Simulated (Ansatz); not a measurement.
# Ga15P16: frames of a relaxation, V_Ga, charge +0, atoms relaxed at the host's cell

All numbers are calculated (PBEsol, collinear spin, no spin-orbit coupling; Ansatz, PAW set soft_2, 420 eV, k-mesh 2×2×2 shifted by half a step), not measured.

Positions in Å and forces in eV/Å; free energies count from the last frame.

```
31
Lattice="-5.438 5.438 -5.438 -5.438 -5.438 5.438 5.438 5.438 5.438" Properties=species:S:1:pos:R:3:forces:R:3 pbc="T T T" step=1 dE=0.140eV
Ga    0.000    0.000    5.438   -0.084    0.194   -0.191
Ga    2.719    2.719    5.438   -0.159    0.093   -0.230
Ga   -5.438    2.719    2.719    0.007    0.000    0.000
Ga   -2.719    5.438    2.719    0.174   -0.209   -0.068
Ga   -5.438    2.719   -2.719    0.001    0.003    0.000
Ga    0.000    5.438    0.000   -0.189   -0.307    0.289
Ga   -2.719    2.719    5.438    0.174   -0.062   -0.184
Ga   -5.438    0.000    0.000    0.147   -0.208   -0.263
Ga   -2.719    2.719    0.000    0.062   -0.030    0.093
Ga    2.719    5.438    2.719    0.154    0.136   -0.258
Ga   -5.438   -2.719    2.719    0.001    0.000    0.001
Ga   -2.719    0.000    2.719    0.243    0.244    0.116
Ga    0.000    0.000    0.000    0.122    0.194    0.238
Ga   -2.719   -2.719    5.438   -0.143   -0.057    0.188
Ga   -2.719    5.438   -2.719    0.048   -0.025    0.153
P     1.397    1.338    1.385   -0.419    0.252   -0.315
P    -4.079    4.079   -1.360   -0.011    0.047   -0.023
P    -1.360    6.798   -1.360   -0.042   -0.014    0.012
P    -4.079    1.360    1.360    0.035   -0.007    0.010
P    -1.372    4.032    1.381    0.336    0.292    0.008
P     1.360    6.798    1.360   -0.015   -0.058    0.016
P    -4.079   -1.360    4.079   -0.023   -0.040    0.086
P    -1.335    1.389    4.064   -0.030   -0.078   -0.099
P     1.409    4.115    4.040   -0.546   -0.412    0.536
P    -1.360    1.360   -1.360    0.065    0.057    0.066
P    -1.360   -1.360    6.798   -0.033    0.009   -0.012
P     1.360    1.360    6.798   -0.024    0.048   -0.083
P    -1.360   -1.360    1.360    0.021    0.063    0.032
P    -4.079    4.079    4.079    0.037   -0.003   -0.004
P    -6.798    1.360   -1.360    0.025   -0.068   -0.039
P    -6.798   -1.360    1.360    0.064   -0.054   -0.076
```

```
31
Lattice="-5.438 5.438 -5.438 -5.438 -5.438 5.438 5.438 5.438 5.438" Properties=species:S:1:pos:R:3:forces:R:3 pbc="T T T" step=2 dE=0.018eV
Ga   -0.008    0.022    5.412    0.002    0.070   -0.068
Ga    2.707    2.718    5.421   -0.060    0.024   -0.072
Ga   -5.438    2.720    2.718    0.005    0.002   -0.003
Ga   -2.697    5.418    2.708    0.046   -0.068   -0.001
Ga   -5.432    2.719   -2.719    0.013   -0.001    0.001
Ga    0.001    5.420    0.021   -0.042   -0.106    0.106
Ga   -2.698    2.706    5.413    0.061    0.006   -0.052
Ga   -5.438   -0.015   -0.014    0.044   -0.082   -0.093
Ga   -2.692    2.736    0.027    0.015   -0.048    0.017
Ga    2.694    5.408    2.741    0.082    0.086   -0.127
Ga   -5.436   -2.720    2.719    0.000   -0.003   -0.001
Ga   -2.699    0.020    2.726    0.070    0.079    0.018
Ga    0.002    0.015    0.016    0.033    0.081    0.077
Ga   -2.733   -2.723    5.457   -0.045   -0.010    0.062
Ga   -2.741    5.464   -2.736    0.032   -0.043    0.080
P     1.330    1.392    1.396   -0.127    0.093   -0.058
P    -4.068    4.084   -1.357   -0.031    0.034   -0.005
P    -1.357    6.787   -1.356   -0.046    0.040   -0.026
P    -4.075    1.357    1.354    0.038    0.021    0.015
P    -1.308    4.025    1.414    0.080    0.061    0.013
P     1.372    6.792    1.359   -0.030   -0.028    0.000
P    -4.072   -1.357    4.082   -0.012   -0.002    0.019
P    -1.306    1.414    4.020   -0.001   -0.014   -0.018
P     1.334    4.048    4.044   -0.169   -0.138    0.113
P    -1.364    1.360   -1.355    0.010   -0.006    0.029
P    -1.360   -1.348    6.793   -0.049   -0.039    0.028
P     1.364    1.354    6.792   -0.007    0.004   -0.019
P    -1.363   -1.360    1.359    0.020    0.032   -0.001
P    -4.076    4.084    4.082    0.040   -0.024   -0.012
P    -6.802    1.358   -1.359    0.017   -0.031    0.002
P    -6.803   -1.361    1.355    0.010    0.011   -0.026
```

```
31
Lattice="-5.438 5.438 -5.438 -5.438 -5.438 5.438 5.438 5.438 5.438" Properties=species:S:1:pos:R:3:forces:R:3 pbc="T T T" step=4 dE=0.000eV
Ga   -0.007    0.032    5.406    0.001   -0.001    0.000
Ga    2.691    2.728    5.407    0.000    0.002    0.001
Ga   -5.435    2.719    2.719   -0.002    0.000    0.000
Ga   -2.685    5.406    2.709    0.000    0.001   -0.001
Ga   -5.435    2.719   -2.720   -0.002    0.000    0.000
Ga   -0.007    5.407    0.031    0.001    0.000    0.000
Ga   -2.684    2.709    5.406   -0.001    0.000    0.000
Ga   -5.427   -0.031   -0.032    0.001    0.001    0.002
Ga   -2.684    2.729    0.032   -0.001    0.000   -0.001
Ga    2.691    5.407    2.728    0.002    0.001    0.004
Ga   -5.435   -2.719    2.719   -0.002    0.000    0.000
Ga   -2.685    0.032    2.729    0.000    0.000    0.000
Ga    0.012    0.031    0.031    0.001   -0.001   -0.001
Ga   -2.747   -2.728    5.470    0.000   -0.003    0.000
Ga   -2.748    5.469   -2.728    0.002   -0.001   -0.004
P     1.296    1.426    1.426   -0.001    0.002    0.002
P    -4.069    4.083   -1.352    0.001   -0.001    0.002
P    -1.361    6.791   -1.353    0.002    0.000    0.002
P    -4.071    1.352    1.352   -0.002    0.000    0.000
P    -1.288    4.011    1.428   -0.001    0.000    0.000
P     1.369    6.793    1.352    0.000    0.001   -0.002
P    -4.069   -1.353    4.084    0.002    0.002   -0.002
P    -1.288    1.428    4.010   -0.001    0.000    0.001
P     1.297    4.013    4.013   -0.002   -0.002   -0.003
P    -1.363    1.353   -1.355   -0.001   -0.003   -0.001
P    -1.361   -1.353    6.791    0.001    0.000   -0.002
P     1.369    1.352    6.793    0.002   -0.001    0.001
P    -1.364   -1.355    1.353    0.001   -0.003   -0.002
P    -4.071    4.086    4.086   -0.002    0.000    0.000
P    -6.802    1.355   -1.354    0.001    0.002    0.002
P    -6.802   -1.353    1.355   -0.001    0.002    0.002
```

Caveats: a carrier lies in a band of the host or at its edge, so the energy may hold band filling.
